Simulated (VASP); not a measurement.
# Gd3Sn7: formation energy of a vacancy on the Sn site, part 2 of 4

How easily does a vacancy on the Sn site form in Gd3Sn7? The host is relaxed first, then a supercell is run with and without the defect. The start is a cell from a database of measured crystal structures.

VASP 6.6.1, plane waves and PAW; the level of theory is named at each step.

Still holding for the runs below: The data set Gd_3 holds the 4f electrons frozen in the core, so no f bands or f moments appear. The k-mesh is coarse for a metal.

So far. Step 2 (Relaxing the host crystal): The run ended after 14 ionic steps, 0.415 eV below its first step, once forces and stress met EDIFFG = -0.03.

**3. The supercell without the defect**

Level of this step: PBE, 4f electrons in the core; plane waves and PAW (Gd_3, Sn) (VASP).

System of this step: Gd3Sn7. The structure is orthorhombic, space group Cmmm (No. 65). The conventional cell has a = 4.464 Å, b = 26.598 Å, c = 4.472 Å, α = 90.00°, β = 90.00°, γ = 90.00°. Gd has 10 Sn at 3.22 to 3.47 Å nearest. Nearest to Gd lie 12 Sn at 3.16 to 3.41 Å. Nearest to Sn lie 4 Gd at 3.16 Å and 8 Sn at 3.40 to 3.41 Å. Nearest to Sn lie 6 Sn at 3.16 to 3.41 Å and 4 Gd at 3.32 to 3.40 Å. Nearest to Sn lie 6 Sn at 3.16 to 3.40 Å and 4 Gd at 3.31 to 3.41 Å. Nearest to Sn lie 2 Sn at 3.02 Å and 6 Gd at 3.22 to 3.47 Å. Farther neighbours are not listed.

The same cell, mesh and cutoff without the defect give the energy to subtract and, in a gapped host, the band edges to count from, so that most errors cancel.

INCAR reads:

```
SYSTEM = Gd3Sn7
PREC = Normal
ENCUT = 300
EDIFF = 1E-05
NELM = 120
ISMEAR = 1
SIGMA = 0.2
LREAL = Auto
ALGO = Fast
GGA = PE
NBANDS = 140
LASPH = .TRUE.
LORBIT = 11
LWAVE = .FALSE.
LCHARG = .FALSE.
KPAR = 4
```

POSCAR reads:

```
Gd3Sn7
1.0
    2.2322112169     13.2992095390      4.4716625042
    2.2322112169    -13.2992095390      4.4716625042
    8.9288448676      0.0000000000      0.0000000000
Gd Sn
12 28
Direct
    0.1887224026      0.8112775974      0.2500000000
    0.1887224026      0.8112775974      0.7500000000
    0.6887224026      0.3112775974      0.5000000000
    0.6887224026      0.3112775974      0.0000000000
    0.8112775974      0.1887224026      0.2500000000
    0.8112775974      0.1887224026      0.7500000000
    0.3112775974      0.6887224026      0.5000000000
    0.3112775974      0.6887224026      0.0000000000
    0.2500000000      0.2500000000      0.8750000000
    0.2500000000      0.2500000000      0.3750000000
    0.7500000000      0.7500000000      0.1250000000
    0.7500000000      0.7500000000      0.6250000000
    0.0000000000      0.0000000000      0.2500000000
    0.0000000000      0.0000000000      0.7500000000
    0.5000000000      0.5000000000      0.5000000000
    0.5000000000      0.5000000000      0.0000000000
    0.3466247088      0.1533752912      0.1250000000
    0.3466247088      0.1533752912      0.6250000000
    0.8466247088      0.6533752912      0.3750000000
    0.8466247088      0.6533752912      0.8750000000
    0.1533752912      0.3466247088      0.1250000000
    0.1533752912      0.3466247088      0.6250000000
    0.6533752912      0.8466247088      0.3750000000
    0.6533752912      0.8466247088      0.8750000000
    0.4034060615      0.5965939385      0.2500000000
    0.4034060615      0.5965939385      0.7500000000
    0.9034060615      0.0965939385      0.5000000000
    0.9034060615      0.0965939385      0.0000000000
    0.5965939385      0.4034060615      0.2500000000
    0.5965939385      0.4034060615      0.7500000000
    0.0965939385      0.9034060615      0.5000000000
    0.0965939385      0.9034060615      0.0000000000
    0.5383514409      0.9616485591      0.1250000000
    0.5383514409      0.9616485591      0.6250000000
    0.0383514409      0.4616485591      0.3750000000
    0.0383514409      0.4616485591      0.8750000000
    0.9616485591      0.5383514409      0.1250000000
    0.9616485591      0.5383514409      0.6250000000
    0.4616485591      0.0383514409      0.3750000000
    0.4616485591      0.0383514409      0.8750000000
```

KPOINTS reads:

```
Automatic mesh
0
Gamma
3 3 3
0 0 0
```

Potentials, in the order of the species: Gd_3 and Sn (PBE family, release 64).

Launch:

```console
> mpirun -np 4 vasp_std
```

The program printed:

```text
[banner, memory and clock lines left out]
running    4 mpi-ranks, on    1 nodes
 distrk:  each k-point on    1 cores,    4 groups
 distr:  one band on    1 cores,    1 groups

 POSCAR found type information on POSCAR GdSn
 POSCAR found :  2 types and      40 ions
 LDA part: xc-table for (Slater+PW92), standard interpolation
 POSCAR, INCAR and KPOINTS ok, starting setup
 FFT: planning ... GRIDC
 FFT: planning ... GRID_SOFT
 FFT: planning ... GRID
 WAVECAR not read
 entering main loop
       N       E                     dE             d eps       ncg     rms          rms(c)
DAV:   1     0.837328200925E+03    0.83733E+03   -0.65538E+04  2920   0.862E+02
DAV:   2    -0.925998550084E+02   -0.92993E+03   -0.88492E+03  3248   0.238E+02
DAV:   3    -0.183183227521E+03   -0.90583E+02   -0.87655E+02  3664   0.552E+01
DAV:   4    -0.186375318054E+03   -0.31921E+01   -0.31386E+01  3416   0.106E+01
DAV:   5    -0.186497433598E+03   -0.12212E+00   -0.12166E+00  3856   0.186E+00    0.702E+01
RMM:   6    -0.185324962293E+03    0.11725E+01   -0.14094E+00  3286   0.164E+00    0.415E+01
RMM:   8    -0.184873728178E+03    0.12630E+00   -0.35697E-01  3421   0.111E+00    0.909E-01
RMM:   9    -0.184861385897E+03    0.12342E-01   -0.10980E-01  3752   0.549E-01    0.327E-01
RMM:  10    -0.184862471434E+03   -0.10855E-02   -0.15584E-02  3955   0.228E-01    0.248E-01
RMM:  11    -0.184862653745E+03   -0.18231E-03   -0.23472E-03  3902   0.850E-02    0.904E-02
RMM:  12    -0.184862729816E+03   -0.76071E-04   -0.54152E-04  3571   0.473E-02    0.407E-02
RMM:  13    -0.184862731631E+03   -0.18151E-05   -0.21207E-04  3569   0.214E-02    0.150E-02
RMM:  14    -0.184862728664E+03    0.29675E-05   -0.30188E-05  2517   0.998E-03
   1 F= -.18486273E+03 E0= -.18486314E+03  d E =0.122063E-02
```

Wall time 5.7 min (4 MPI ranks of AMD EPYC 7R43, shared host); peak memory 2.4 GiB.

Parts of OUTCAR (step 3):

```text
  LATTYP: Found a base centered monoclinic cell.
 ALAT       =     9.9957055716
 B/A-ratio  =     2.6609846486
 C/A-ratio  =     0.8932680944
 COS(beta)  =    -0.4466340472

 Subroutine GETGRP returns: Found  4 space group operations
 (whereof  4 operations were pure point group operations)

The static configuration has the point symmetry C_2h.

 Found     10 irreducible k-points:

   k-points           NKPTS =     10   k-points in BZ     NKDIM =     10   number of bands    NBANDS=    140

   dimension x,y,z NGX =    60 NGY =   60 NGZ =   40
   dimension x,y,z NGXF=   120 NGYF=  120 NGZF=   80

   ENCUT  =  300.0 eV  22.05 Ry    4.70 a.u.  20.06 20.06 12.61*2*pi/ulx,y,z

   NELECT =     220.0000    total number of electrons

 E-fermi :   5.1941

 k-point     1 :       0.0000    0.0000    0.0000
  band No.  band energies     occupation
    ...
    106       4.7023      2.00278
    107       4.8595      2.03946
    108       4.9490      2.07092
    109       5.2267      0.72787
    110       5.2411      0.61443
    111       5.3905     -0.04633
    112       5.5599     -0.02666
    113       5.6692     -0.00397
    114       5.7229     -0.00119
    115       5.7229     -0.00119
    ...

 k-point     2 :       0.3333    0.0000    0.0000
  band No.  band energies     occupation
    ...
    105       4.7204      2.00408
    106       4.7792      2.01248
    107       4.7887      2.01463
    108       4.9804      2.06172
    109       5.1300      1.51274
    110       5.3153      0.15444
    111       5.4332     -0.07064
    112       5.4711     -0.06461
    113       5.5238     -0.04167
    114       5.5522     -0.02958
    ...

  Total       -3.5745787      1.3154995      4.3413179      0.0000000      0.0000000      0.2077485
  in kB       -5.3928125      1.9846373      6.5495589      0.0000000      0.0000000      0.3134212
  external PRESSURE =       1.0471279 kB  Pullay stress =       0.0000000 kB

  energy-cutoff  :      300.00
  volume of cell :     1061.99
      direct lattice vectors                 reciprocal lattice vectors
     2.232211217 13.299209539  4.471662504     0.000000000  0.037596219  0.111815236
     2.232211217-13.299209539  4.471662504     0.000000000 -0.037596219  0.111815236
     8.928844868  0.000000000  0.000000000     0.111996570  0.000000000 -0.055907618

 POSITION                                       TOTAL-FORCE (eV/Angst)
 -----------------------------------------------------------------------------------
      4.46442     -8.27949      4.47166         0.000000     -0.006159     -0.000000
      8.92884     -8.27949      4.47166        -0.000000     -0.006159     -0.000000
      6.69663      5.01972      4.47166        -0.000000     -0.006159     -0.000000
      2.23221      5.01972      4.47166        -0.000000     -0.006159     -0.000000
      4.46442      8.27949      4.47166        -0.000000      0.006159     -0.000000
      8.92884      8.27949      4.47166        -0.000000      0.006159     -0.000000
      6.69663     -5.01972      4.47166         0.000000      0.006159     -0.000000
      2.23221     -5.01972      4.47166         0.000000      0.006159     -0.000000
      8.92884      0.00000      2.23583        -0.000000      0.000000      0.000000
      4.46442      0.00000      2.23583        -0.000000     -0.000000      0.000000
      4.46442      0.00000      6.70749        -0.000000     -0.000000     -0.000000
      8.92884      0.00000      6.70749        -0.000000      0.000000      0.000000
      2.23221      0.00000      0.00000        -0.000000      0.000000     -0.000000
      6.69663      0.00000      0.00000        -0.000000     -0.000000     -0.000000
      6.69663      0.00000      4.47166        -0.000000     -0.000000      0.000000
      2.23221      0.00000      4.47166        -0.000000     -0.000000     -0.000000
      2.23221      2.57006      2.23583         0.000000      0.015245     -0.000000
      6.69663      2.57006      2.23583         0.000000      0.015245     -0.000000
      6.69663      2.57006      6.70749        -0.000000      0.015245     -0.000000
     11.16106      2.57006      6.70749         0.000000      0.015245     -0.000000
      2.23221     -2.57006      2.23583         0.000000     -0.015245     -0.000000
      6.69663     -2.57006      2.23583        -0.000000     -0.015245     -0.000000
      6.69663     -2.57006      6.70749         0.000000     -0.015245     -0.000000
     11.16106     -2.57006      6.70749         0.000000     -0.015245     -0.000000
      4.46442     -2.56925      4.47166         0.000000      0.016642     -0.000000
      8.92884     -2.56925      4.47166         0.000000      0.016642     -0.000000
      6.69663     10.72996      4.47166         0.000000      0.016642     -0.000000
      2.23221     10.72996      4.47166         0.000000      0.016642     -0.000000
      4.46442      2.56925      4.47166        -0.000000     -0.016642     -0.000000
      8.92884      2.56925      4.47166         0.000000     -0.016642     -0.000000
      6.69663    -10.72996      4.47166        -0.000000     -0.016642     -0.000000
      2.23221    -10.72996      4.47166         0.000000     -0.016642     -0.000000
      4.46442     -5.62952      6.70749        -0.000000      0.018412     -0.000000
      8.92884     -5.62952      6.70749         0.000000      0.018412     -0.000000
      4.46442     -5.62952      2.23583        -0.000000      0.018412     -0.000000
      8.92884     -5.62952      2.23583        -0.000000      0.018412     -0.000000
      4.46442      5.62952      6.70749        -0.000000     -0.018412     -0.000000
      8.92884      5.62952      6.70749        -0.000000     -0.018412     -0.000000
      4.46442      5.62952      2.23583         0.000000     -0.018412     -0.000000
      8.92884      5.62952      2.23583        -0.000000     -0.018412     -0.000000
 -----------------------------------------------------------------------------------
    total drift:                               -0.000000     -0.000000      0.000000

  FREE ENERGIE OF THE ION-ELECTRON SYSTEM (eV)
  ---------------------------------------------------
  free  energy   TOTEN  =      -184.8627286637 eV

  energy  without entropy=     -184.8639492956  energy(sigma->0) =     -184.86313554

 total charge
# of ion       s       p       d       tot
------------------------------------------
    1        0.215   6.309   1.178   7.701
    2        0.215   6.309   1.178   7.701
    3        0.215   6.309   1.178   7.701
    4        0.215   6.309   1.178   7.701
    5        0.215   6.309   1.178   7.701
    6        0.215   6.309   1.178   7.701
    7        0.215   6.309   1.178   7.701
    8        0.215   6.309   1.178   7.701
    9        0.216   6.312   1.267   7.796
   10        0.216   6.312   1.267   7.796
   11        0.216   6.312   1.267   7.796
   12        0.216   6.312   1.267   7.796
   13        1.474   1.521   0.115   3.110
   14        1.474   1.521   0.115   3.110
   15        1.474   1.521   0.115   3.110
   16        1.474   1.521   0.115   3.110
   17        1.442   1.538   0.109   3.089
   18        1.442   1.538   0.109   3.089
   19        1.442   1.538   0.109   3.089
   20        1.442   1.538   0.109   3.089
   21        1.442   1.538   0.109   3.089
   22        1.442   1.538   0.109   3.089
   23        1.442   1.538   0.109   3.089
   24        1.442   1.538   0.109   3.089
   25        1.440   1.550   0.106   3.096
   26        1.440   1.550   0.106   3.096
   27        1.440   1.550   0.106   3.096
   28        1.440   1.550   0.106   3.096
   29        1.440   1.550   0.106   3.096
   30        1.440   1.550   0.106   3.096
   31        1.440   1.550   0.106   3.096
   32        1.440   1.550   0.106   3.096
   33        1.427   1.694   0.094   3.215
   34        1.427   1.694   0.094   3.215
   35        1.427   1.694   0.094   3.215
   36        1.427   1.694   0.094   3.215
   37        1.427   1.694   0.094   3.215
[...]
--------------------------------------------------
tot         42.948 120.058  17.426 180.431

[... 7 further parts left out ...]
```

Numbers from this step:

| Item | Value |
| --- | --- |
| electronic cycles | 14 |
| electrons | 220 |
| free energy (TOTEN) | -184.8627 eV |
| energy at zero smearing | -184.8631 eV |
| Fermi energy | 5.194 eV |

The host is treated as a metal, as its relaxation found a gap under 0.3 eV or none, and only the neutral defect is run.

(Continued in part 3 of 4.)

[Lines on the potential files, build, host, timing and source positions are cut from VASP's logs without a mark.]

[Logs are printed without paths, hosts, clocks, repeated set-up lines and the standing remarks that a program may print on its own settings, such as how far it seeks lower states.]

[Hosts, paths, dates, database ids (printed as entryN), source tags and the programs' standing remarks are cut or masked in the printed files.]

[In band tables of VASP the shares of atoms and orbitals are scaled to a sum of 1 inside the atoms' spheres.]

[Runs that stopped without an error message from VASP are left out.]
